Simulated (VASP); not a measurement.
# K (P-1) in VASP: single point with PBEsol

Aim: the single point of K with PBEsol.

All numbers are computed with VASP 6.6.1; they aren't measurements. Logs are shortened: lines on timing, memory, paths and dates and some standing lists are left out, and cuts for length are marked.

### 1 The cell of the first run

The typed cell holds 1 atom: a = 4.596 Å, b = 4.589 Å, c = 4.635 Å, α = 109.45°, β = 109.98°, γ = 109.32°.

### 2 Single point, PBEsol (all atoms moved at random, cell strained at random)

Input file INCAR:

```
SYSTEM = K
PREC = Accurate
ENCUT = 520
EDIFF = 1E-6
ISMEAR = 0
SIGMA = 0.1
LREAL = .False.
LASPH = .True.
NELM = 100
ALGO = Fast
ISIF = 2
LWAVE = .False.
LCHARG = .False.
GGA = PS
NBANDS = 10
```

Input file KPOINTS:

```
regular mesh
0
Gamma
  10 10 10
  0 0 0
```

Input file POSCAR:

```
K
1.0
   -2.6699673000      2.6311161800      2.6594691200
    2.6437873000     -2.6512747800      2.6534477200
    2.6832143800      2.6645218600     -2.6796277200
K
1
Direct
    0.0000000000      0.0000000000      0.0000000000
```

Potentials or basis: VASP PAW PBE potentials, release 64 (K_sv).

On the command line:

```
cat potpaw_PBE.64/K_sv/POTCAR > POTCAR
mpirun -np 1 vasp_std > vasp.out
```

OUTCAR:

```text
SYSTEM = K
   PREC = Accurate
   ENCUT = 520
   EDIFF = 1E-6
   ISMEAR = 0
   LREAL = .False.
   LASPH = .True.
   NELM = 100
   ISIF = 2
   GGA = PS

 ion  position               nearest neighbor table
   1  0.000  0.000  0.000-

  LATTYP: Found a triclinic cell.
 ALAT       =     4.5811243529
 B/A-ratio  =     1.6312357256
 C/A-ratio  =     1.0017365861
 COS(alpha) =     0.0006741704
 COS(beta)  =     0.3330136836
 COS(gamma) =     0.8136085683

  Lattice vectors:

 A1 = (   2.6570343800,   2.6443632600,   2.6332891200)
 A2 = (  -0.0129329200,   5.2754794400,   5.2927582400)
 A3 = (   2.6437873000,  -2.6512747800,   2.6534477200)

Analysis of symmetry for initial positions (statically):
=====================================================================
 Subroutine PRICEL returns:
 Original cell was already a primitive cell.

 Routine SETGRP: Setting up the symmetry group for a
 triclinic supercell.

 Subroutine GETGRP returns: Found  2 space group operations
 (whereof  2 operations were pure point group operations)
 out of a pool of  2 trial point group operations.

The static configuration has the point symmetry S_2 .

Analysis of symmetry for dynamics (positions and initial velocities):
=====================================================================
 Subroutine PRICEL returns:
 Original cell was already a primitive cell.

 Routine SETGRP: Setting up the symmetry group for a
 triclinic supercell.

 Subroutine GETGRP returns: Found  2 space group operations
 (whereof  2 operations were pure point group operations)
 out of a pool of  2 trial point group operations.

The dynamic configuration has the point symmetry S_2 .

 Subroutine INISYM returns: Found  2 space group operations
 (whereof  2 operations are pure point group operations),
 and found     1 'primitive' translations

----------------------------------------------------------------------------------------

                                     Primitive cell

  volume of cell :      74.9350

  direct lattice vectors                    reciprocal lattice vectors
    -2.669967300  2.631116180  2.659469120     0.000457195  0.189552749  0.188941991
     2.643787300 -2.651274780  2.653447720     0.188651844  0.000248116  0.189151070
     2.683214380  2.664521860 -2.679627720     0.187262469  0.188372453  0.001637492

  length of vectors
     4.596115070  4.589079870  4.634621977     0.267636937  0.267147351  0.265620207

  position of ions in fractional coordinates (direct lattice)
     0.000000000  0.000000000  0.000000000

  ion indices of the primitive-cell ions
   primitive index   ion index
                 1           1

----------------------------------------------------------------------------------------

 KPOINTS: regular mesh

Automatic generation of k-mesh.
 Grid dimensions read from file:
 generate k-points for:   10   10   10

 Generating k-lattice:

  Cartesian coordinates                     Fractional coordinates (reciprocal lattice)
     0.000045720  0.018955275  0.018894199     0.100000000  0.000000000 -0.000000000
     0.018865184  0.000024812  0.018915107    -0.000000000  0.100000000  0.000000000
     0.018726247  0.018837245  0.000163749     0.000000000 -0.000000000  0.100000000

  Length of vectors
     0.026763694  0.026714735  0.026562021

  Shift w.r.t. Gamma in fractional coordinates (k-lattice)
     0.000000000  0.000000000  0.000000000

 Subroutine IBZKPT returns following result:
 ===========================================

 Found    504 irreducible k-points:

 Following reciprocal coordinates:
            Coordinates               Weight
  0.000000  0.000000  0.000000      1.000000
  0.100000 -0.000000 -0.000000      2.000000
  0.200000 -0.000000 -0.000000      2.000000
  0.300000 -0.000000 -0.000000      2.000000
  0.400000  0.000000 -0.000000      2.000000
  0.500000  0.000000 -0.000000      1.000000
[... 16 lines left out ...]
 -0.400000  0.200000  0.000000      2.000000
 -0.300000  0.200000 -0.000000      2.000000
 [... further k-points ...]
   k-points           NKPTS =    504   k-points in BZ     NKDIM =    504   number of bands    NBANDS=     10
   number of dos      NEDOS =    301   number of ions     NIONS =      1
   total plane-waves  NPLWV =  46656
   dimension x,y,z NGX =    36 NGY =   36 NGZ =   36
   dimension x,y,z NGXF=    72 NGYF=   72 NGZF=   72
   ions per type =               1
   NGX,Y,Z   is equivalent  to a cutoff of  13.02, 13.04, 12.91 a.u.
   NGXF,Y,Z  is equivalent  to a cutoff of  26.04, 26.08, 25.83 a.u.
 SYSTEM =  K
   PREC   = accura    normal or accurate (medium, high low for compatibility)
   ISTART =      0    job   : 0-new  1-cont  2-samecut
   ICHARG =      2    charge: 1-file 2-atom 10-const
   ISPIN  =      1    spin polarized calculation?
   LNONCOLLINEAR =      F non collinear calculations
   LSORBIT =      F    spin-orbit coupling
   LASPH  =      T    aspherical Exc in radial PAW
   ENCUT  =  520.0 eV  38.22 Ry    6.18 a.u.   8.55  8.53  8.62*2*pi/ulx,y,z
   NELM   =    100;   NELMIN=  2; NELMDL= -5     # of ELM steps
   EDIFF  = 0.1E-05   stopping-criterion for ELM
   LREAL  =      F    real-space projection
   EDIFFG = 0.1E-04   stopping-criterion for IOM
   NSW    =      0    number of steps for IOM
   IBRION =     -1    ionic relax: 0-MD 1-quasi-New 2-CG
   NFREE  =      0    steps in history (QN), initial steepest desc. (CG)
   ISIF   =      2    stress and relaxation
   ISYM   =      2    0-nonsym 1-usesym 2-fastsym
   POTIM  = 0.5000    time-step for ionic-motion
   TEBEG  =    0.0;   TEEND  =   0.0 temperature during run
   PSTRESS=    0.0 pullay stress
   NELECT =       9.0000    total number of electrons
   NUPDOWN=      -1.0000    fix difference up-down
   EMIN   =  10.00;   EMAX   =-10.00  energy-range for DOS
   EFERMI =   0.00;   METHOD = LEGACY
   ISMEAR =     0;   SIGMA  =   0.10  broadening in eV -4-tet -1-fermi 0-gaus
   EFERMI_NEDOS =   21; number of points for ismear=-14 and -15
   IALGO  =     68    algorithm
   IMIX   =      4    mixing-type and parameters
     AMIX     =   0.40;   BMIX     =  1.00
     AMIX_MAG =   1.60;   BMIX_MAG =  1.00
  volume/ion in A,a.u.               =      74.93       505.69
  Fermi-wavevector in a.u.,A,eV,Ry     =   0.807720  1.526369  8.876596  0.652411
  Thomas-Fermi vector in A             =   1.916392
   LORBIT       =      0    0 simple, 1 ext, 2 COOP (PROOUT), +10 PAW based schemes
   GGA     = PS    functional components
   LHFCALC =     F    Hartree Fock is set to
   AEXX    =    0.0000 exact exchange contribution
   IVDW    =     0    specifies the selected vdW correction
   LEPSILON=     F    determine dielectric tensor
   LRPA    =     F    only Hartree local field effects (RPA)
 non-spin polarized calculation
 RMM-DIIS sequential band-by-band and
 Gauss-broadening in eV      SIGMA  =   0.10
  energy-cutoff  :      520.00
  volume of cell :       74.93
 maximum number of plane-waves:      2032
 NGX is ok and might be reduce to    36
   NGX = 17   NGY = 17   NGZ = 17

 number of electron       9.0000001 magnetization

 Free energy of the ion-electron system (eV)
  ---------------------------------------------------
  ext. energy  EPLUGINS =         0.00000000
  ---------------------------------------------------
  free energy    TOTEN  =        -1.13045461 eV

  energy without entropy =       -1.12518078  energy(sigma->0) =       -1.12781769

 E-fermi :  -0.2086     XC(G=0):  -5.6503

 val. band max:       -0.2110146156   @ k =   0.2000   0.5000   0.3000
 cond. band min:      -0.2084174848   @ k =   0.0000   0.5000   0.2000
 fundamental gap:      0.0025971307
 Fermi energy:        -0.2085686180

 k-point     1 :       0.0000    0.0000    0.0000
  band No.  band energies     occupation
      1     -32.2131      2.00000
      2     -15.7241      2.00000
      3     -15.7239      2.00000
      4     -15.7238      2.00000
      5      -2.3378      2.00000
      6       4.0437      0.00000
      7       4.0585      0.00000
      8       4.1080      0.00000
      9       4.9652      0.00000
     10       4.9981      0.00000

 k-point     2 :       0.1000   -0.0000   -0.0000
  band No.  band energies     occupation
      1     -32.2128      2.00000
      2     -15.7302      2.00000
      3     -15.7261      2.00000
      4     -15.7240      2.00000
      5      -2.2141      2.00000
      6       3.8924      0.00000
      7       3.9234      0.00000
      8       4.1430      0.00000
      9       4.7818      0.00000
     10       4.9333      0.00000

 k-point     3 :       0.2000   -0.0000   -0.0000
  band No.  band energies     occupation
      1     -32.2118      2.00000
      2     -15.7467      2.00000
      3     -15.7317      2.00000
      4     -15.7240      2.00000
      5      -1.8508      2.00000
      6       3.1968      0.00000
      7       3.5703      0.00000
      8       4.4273      0.00000
      9       4.7404      0.00000
     10       4.8951      0.00000

 k-point     4 :       0.3000   -0.0000   -0.0000
  band No.  band energies     occupation
      1     -32.2106      2.00000
      2     -15.7668      2.00000
      3     -15.7387      2.00000
      4     -15.7239      2.00000
      5      -1.2709      2.00000
      6       2.2826      0.00000
      7       3.2359      0.00000
      8       4.8120      0.00000
      9       4.8753      0.00000
     10       4.9692      0.00000
[... 222 lines left out ...]
 k-point    22 :       0.5000    0.2000    0.0000
  band No.  band energies     occupation
      1     -32.2092      2.00000
      2     -15.7783      2.00000
      3     -15.7506      2.00000
      4     -15.7304      2.00000
      5      -0.1999      0.90225
      6       1.5163      0.00000
      7       2.3383      0.00000
      8       4.4086      0.00000
      9       4.8813      0.00000
     10       5.5050      0.00000

 k-point    23 :      -0.4000    0.2000    0.0000
  band No.  band energies     occupation
      1     -32.2100      2.00000
      2     -15.7705      2.00000
      3     -15.7418      2.00000
      4     -15.7294      2.00000
      5      -0.9375      2.00000
      6       2.2279      0.00000
      7       2.6882      0.00000
      8       4.6270      0.00000
      9       4.6969      0.00000
     10       5.4237      0.00000

 k-point    24 :      -0.3000    0.2000   -0.0000
  band No.  band energies     occupation
      1     -32.2110      2.00000
      2     -15.7585      2.00000
      3     -15.7350      2.00000
      4     -15.7263      2.00000
      5      -1.5013      2.00000
      6       2.7258      0.00000
      7       3.2258      0.00000
      8       4.5807      0.00000
      9       4.6475      0.00000
     10       5.2002      0.00000

 [... further k-points ...]

------------------------ aborting loop because EDIFF is reached ----------------------------------------

  FORCE on cell =-STRESS in cart. coord.  units (eV):
  Direction    XX          YY          ZZ          XY          YZ          ZX
  --------------------------------------------------------------------------------------
  -------------------------------------------------------------------------------------
  Total       -0.0865783     -0.0896415     -0.0881414     -0.0052787      0.0078934      0.0104904
  in kB       -1.8511211     -1.9166160     -1.8845422     -0.1128624      0.1687669      0.2242947
  external PRESSURE =      -1.8840931 kB  Pullay stress =       0.0000000 kB

 VOLUME and BASIS-vectors are now :
 -----------------------------------------------------------------------------
  energy-cutoff  :      520.00
  volume of cell :       74.93
      direct lattice vectors                 reciprocal lattice vectors
    -2.669967300  2.631116180  2.659469120     0.000457195  0.189552749  0.188941991
     2.643787300 -2.651274780  2.653447720     0.188651844  0.000248116  0.189151070
     2.683214380  2.664521860 -2.679627720     0.187262469  0.188372453  0.001637492

 POSITION                                       TOTAL-FORCE (eV/Angst)
 -----------------------------------------------------------------------------------
      0.00000      0.00000      0.00000        -0.000000      0.000000      0.000000
 -----------------------------------------------------------------------------------
    total drift:                               -0.000000      0.000000      0.000000

  FREE ENERGIE OF THE ION-ELECTRON SYSTEM (eV)
  ---------------------------------------------------
  free  energy   TOTEN  =        -1.1304546065 eV

  energy  without entropy=       -1.1251807800  energy(sigma->0) =       -1.12781769
```

It took 1.8 min on 1 thread of Intel Xeon 6975P-C (Granite Rapids), shared host; peak memory 0.47 GiB.

What came out:

| Property | Result |
| --- | --- |
| Free energy | -1.1305 eV |
| Pressure | -0.2 GPa |
| Band gap on the k mesh | none (metal or under the smearing width) |

Levels at points of the mesh, in eV from the Fermi level:
| k point | band 2 | band 3 | band 4 | band 5 | band 6 | band 7 | band 8 | band 9 |
| --- | --- | --- | --- | --- | --- | --- | --- | --- |
| (0.00, 0.00, 0.00) | -15.52 | -15.52 | -15.52 | -2.13 | 4.25 | 4.27 | 4.32 | 5.17 |
| (0.50, 0.00, 0.00) | -15.58 | -15.54 | -15.52 | 0.47 | 0.71 | 3.14 | 4.83 | 5.70 |
| (0.00, 0.50, 0.00) | -15.58 | -15.54 | -15.51 | 0.46 | 0.70 | 3.17 | 4.80 | 5.68 |
| (0.50, 0.50, 0.00) | -15.58 | -15.54 | -15.52 | 0.46 | 0.69 | 3.16 | 4.83 | 5.70 |
| (0.00, 0.00, 0.50) | -15.58 | -15.54 | -15.52 | 0.44 | 0.67 | 3.16 | 4.85 | 5.73 |
| (0.50, 0.00, 0.50) | -15.58 | -15.54 | -15.52 | 0.42 | 0.65 | 3.18 | 4.85 | 5.74 |
| (0.00, 0.50, 0.50) | -15.58 | -15.54 | -15.52 | 0.44 | 0.67 | 3.15 | 4.87 | 5.74 |
| (0.50, 0.50, 0.50) | -15.56 | -15.56 | -15.56 | 1.68 | 1.70 | 3.39 | 3.42 | 3.46 |

Caveat: the PAW data sets were made with another functional, which shifts forces and pressure a little.
